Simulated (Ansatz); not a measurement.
# Ga (Cmce) in Ansatz: notebook, part 2 of 2

Ansatz 0.2.0.

## Step 3: Relaxation of cell and atoms, PBEsol, target pressure 20 GPa, at which the enthalpy is minimised

input.yaml reads:

```yaml
crystal:
  lattice:
    - [2.2615, -3.8305, 0.0]
    - [2.2615, 3.8305, 0.0]
    - [0.0, 0.0, 4.524]
  atoms:
    - { symbol: Ga, position: [0.3451, 0.6549, 0.419] }
    - { symbol: Ga, position: [0.1549, 0.8451, 0.919] }
    - { symbol: Ga, position: [0.6549, 0.3451, 0.581] }
    - { symbol: Ga, position: [0.8451, 0.1549, 0.081] }
hamiltonian:
  xc: pbesol
  pseudopotentials: { kind: paw }
kpoints:
  mp_grid: { grid: [7, 7, 6] }
scf:
  occupations: { method: fermi_dirac, width: 0.05 }
output:
  forces: true
  stress: true
  eigenvalues: true
relax:
  f_tol: 0.01
  max_steps: 40
  cell: { stress_tol: 0.05, p_target: 20.0 }
```

Potentials or basis: Ansatz PAW.

Run with:

```
$ ansatz run input.yaml --threads 2 --pin off --max-ram 5632MiB --backend cpu --events-out ev --progress --plain --runs-dir out
```

The program printed:

```text
Warning: RAYON_NUM_THREADS=2 ignored (pool sized by the plan → 2); use --threads N
Engine: ansatz 0.2.0, aarch64-unknown-linux-gnu
Pseudopotentials: kind: paw
Pseudopotential: Ga, paw, valence charge 13, recommended cutoff 420 eV (normal), Ga.paw.azcp
Functional definition: PBEsol
  exchange = pbesol_x
  correlation = pbesol_c
Crystal: 4 atoms, lattice volume = 78.380 Å³
[... 137 lines left out ...]
  k-point 2: bands = ["-3.4314", "-3.3824", "-3.3782", "-3.3751", "-3.3192", "-3.2936", "-3.2203", "-3.1543", "-3.1213", "-3.0639", "-2.9726", "-2.9215", "-2.9160", "-2.9034", "-2.8379", "-2.7064", "-2.6886", "-2.6766", "-2.6345", "-2.5900", "0.2816", "3.2169", "10.9891", "11.5993", "12.0551", "12.0802", "13.0396", "13.3037", "14.3975", "15.9099", "16.2326", "16.5374"]
  k-point 63: bands = ["-3.4605", "-3.4605", "-3.3549", "-3.3549", "-3.3298", "-3.3298", "-3.2358", "-3.2358", "-3.0641", "-3.0641", "-2.9203", "-2.9203", "-2.8353", "-2.8353", "-2.8126", "-2.8126", "-2.6610", "-2.6610", "-2.6238", "-2.6238", "3.3470", "3.3470", "6.2568", "6.2568", "10.5711", "10.5711", "11.4998", "11.4998", "19.8497", "19.8497", "21.4824", "21.4824"]
--- Relaxed structure (6 steps of the walk, 5 accepted, 1 SCFs on fresh bases) ---
  F+E_penalty+E_count = -14972.10402664 eV   max|allowed force component| = 1.276e-3 eV/Å   (the final SCF, on the basis selected at the relaxed cell)
  cell:  # Å, volume = 62.4377 Å³
    - [2.0696659844675906, -3.583579897860657, 2.6665922253630424e-33]
    - [2.0696659844675906, 3.583579897860657, -8.365918950797227e-33]
    - [-5.7005868020924715e-33, -6.51495634524854e-33, 4.209202500751597]
  atoms:
    - { symbol: Ga, position: [0.34541072690439045, 0.6545892730956095, 0.4168520340572263] }
    - { symbol: Ga, position: [0.1545892730956096, 0.8454107269043905, 0.9168520340572264] }
    - { symbol: Ga, position: [0.6545892730956095, 0.34541072690439045, 0.5831479659427736] }
    - { symbol: Ga, position: [0.8454107269043905, 0.1545892730956096, 0.0831479659427737] }
```

Wall time 40 s (2 threads of Arm Neoverse V1, shared host); peak memory 0.42 GiB.

What came out:

| Property | Result |
| --- | --- |
| Free energy | -14972.1040 eV |
| Relaxed volume | 15.61 Å³/atom |
| Relaxed cell | a = 4.138 Å, b = 4.138 Å, c = 4.209 Å, α = 90.00°, β = 90.00°, γ = 119.98° |
| Space group after relaxing (to 0.05 Å) | Cmce (No. 64) |
| Energy change on relaxing (the enthalpy is what falls) | +170.4 meV/atom |
| Ionic steps | 6 |
| Pressure after relaxing | 20.0 GPa |
| Band gap on the k mesh | none (metal or under the smearing width) |

Step by step:
```
step  energy change (eV)  largest force (eV/Å)  volume (Å³)
   1              0.0000                0.1247        78.38
   2              0.1765                0.1526        68.29
   3              1.0019                0.0668        60.17
   4              0.6836                0.0191        62.39
   5              0.6777                0.0014        62.44
   6              0.6814                0.0017        62.44
```

Final structure:
```yaml
crystal:
  lattice:
    - [2.06967, -3.58358, 0.00000]
    - [2.06967, 3.58358, 0.00000]
    - [0.00000, 0.00000, 4.20920]
  atoms:
    - { symbol: Ga, position: [0.34541, 0.65459, 0.41685] }
    - { symbol: Ga, position: [0.15459, 0.84541, 0.91685] }
    - { symbol: Ga, position: [0.65459, 0.34541, 0.58315] }
    - { symbol: Ga, position: [0.84541, 0.15459, 0.08315] }
```

Levels at points of the mesh, in eV from the Fermi level:
```tsv
k point	band 23	band 24	band 25	band 26	band 27	band 28	band 29	band 30
(0.00, 0.00, 0.00)	-4.38	-2.23	-1.34	-1.03	0.88	0.88	1.10	6.23
(0.00, 0.00, -0.50)	-0.17	-0.17	-0.08	-0.08	0.87	0.87	2.31	2.31
```

Caveat: the volume moved by over 15 % at a fixed basis, so the end points are rough; the plane-wave basis is chosen anew once the cell has moved, so the energies of steps on either side of that aren't comparable; the PAW data sets come from PBE, with cores solved anew for the run's functional, which leaves a small shift of forces and pressure.

## Step 4: Relaxation of cell and atoms, PBEsol, target pressure 30 GPa, at which the enthalpy is minimised

input.yaml: that of step 3 with these lines changed.

```diff
@@ -21,2 +21,6 @@
   eigenvalues: true
+  write_density: true
+  write_potential: true
+  elf: true
+  volumetric_format: npy
 relax:
@@ -24,2 +28,2 @@
   max_steps: 40
-  cell: { stress_tol: 0.05, p_target: 20.0 }
+  cell: { stress_tol: 0.05, p_target: 30.0 }
```

Run with:

```
$ ansatz run input.yaml --threads 2 --pin off --max-ram 5632MiB --backend cpu --events-out ev --progress --plain --runs-dir out
```

Run time: 55 s. Hardware: 2 threads of Arm Neoverse V1, shared host; peak memory 0.43 GiB.

The run converged. Its results:

```
Free energy                                            : -14971.5473 eV
Relaxed volume                                         : 14.71 Å³/atom
Relaxed cell                                           : a = 4.067 Å, b = 4.067 Å, c = 4.122 Å, α = 90.00°, β = 90.00°, γ = 120.36°
Space group after relaxing (to 0.05 Å)                 : Cmce (No. 64)
Energy change on relaxing (the enthalpy is what falls) : +309.5 meV/atom
Ionic steps                                            : 9
Pressure after relaxing                                : 30.0 GPa
Band gap on the k mesh                                 : none (metal or under the smearing width)
```

The path:
```tsv
step	energy change (eV)	largest force (eV/Å)	volume (Å³)
1	0.0000	0.1247	78.38
2	0.1972	0.1257	67.92
3	1.2327	0.1177	58.85
4	1.2350	0.0337	58.84
5	1.2319	0.0129	58.84
6	1.2330	0.0025	58.84
7	1.2331	0.0047	58.84
8	1.2341	0.0008	58.83
9	1.2382	0.0007	58.83
```

Final structure:
```
Ga
1.0
     2.02260   -3.52875    0.00000
     2.02260    3.52875    0.00000
     0.00000    0.00000    4.12151
Ga
4
Direct
  0.34581 0.65419 0.41838
  0.15419 0.84581 0.91838
  0.65419 0.34581 0.58162
  0.84581 0.15419 0.08162
```

Levels at points of the mesh, in eV from the Fermi level:
| k point | band 22 | band 23 | band 24 | band 25 | band 26 | band 27 | band 28 | band 29 | band 30 | band 31 |
| --- | --- | --- | --- | --- | --- | --- | --- | --- | --- | --- |
| (0.00, 0.00, 0.00) | -4.69 | -4.40 | -2.38 | -1.59 | -0.85 | 0.83 | 0.87 | 1.05 | 6.47 | 6.83 |
| (0.00, 0.00, -0.50) | -11.18 | -0.20 | -0.20 | -0.16 | -0.16 | 1.08 | 1.08 | 2.43 | 2.43 | 4.11 |

Caveat: the volume moved by over 15 % at a fixed basis, so the end points are rough; the plane-wave basis is chosen anew once the cell has moved, so the energies of steps on either side of that aren't comparable; the PAW data sets come from PBE, with cores solved anew for the run's functional, which leaves a small shift of forces and pressure.

## Step 5: The runs side by side

| cell | target pressure (GPa) | gap on the mesh (eV) | pressure (GPa) |
| --- | --- | --- | --- |
| relaxed to 10 GPa | 10 | none | 10.0 |
| relaxed to 20 GPa | 20 | none | 20.0 |
| relaxed to 30 GPa | 30 | none | 30.0 |

Alike in all rows: task relaxation of cell and atoms; level PBEsol; potentials or basis Ansatz PAW; no spin polarisation; k mesh 7 × 7 × 6; cutoff (eV) 420; smearing fermi-dirac 0.05 eV.

Caveats: the plane-wave basis is chosen anew once the cell has moved, so the energies of steps on either side of that aren't comparable; the PAW data sets come from PBE, with cores solved anew for the run's functional, which leaves a small shift of forces and pressure; the volume moved by over 15 % at a fixed basis, so the end points are rough (some runs).

Total energies depend on the potentials used, so only differences within one code and one set of settings carry meaning.
